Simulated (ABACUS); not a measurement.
InPd:

```
In Pd
1.0
     3.27188    0.00000    0.00000
     0.00000    3.27188    0.00000
     0.00000    0.00000    3.27188
In Pd
1 1
Cartesian
  0.0000 0.0000 0.0000
  1.6359 1.6359 1.6359
```

The cell comes from a database or a generator and needn't be the stable form of this composition.

Base run:

```yaml
Program: ABACUS 3.10.1
Functional: PBE
Potentials_or_basis: SG15 ONCV 1.2 PBE
Cutoff: 1361 eV
Density_cutoff: 5442 eV
Basis: DZP LCAO (the cutoffs set its grid)
k_mesh: 6 × 6 × 6
Occupations: fermi-dirac, width 0.05 eV
Spin: no spin polarisation
```

Its results: band gap on the k mesh none (metal or under the smearing width); pressure 6.7 GPa.

The run is repeated on the same cell with these changes: functional from PBE to r2SCAN. What comes out?

Band gap on the k mesh none (metal or under the smearing width); pressure -0.2 GPa.

Caveats: the atomic orbitals were generated for these runs and aren't a published set; the basis of atomic orbitals isn't converged, which shifts pressures, moduli and gaps; the potentials were made for another functional, which shifts forces and pressure (some runs).
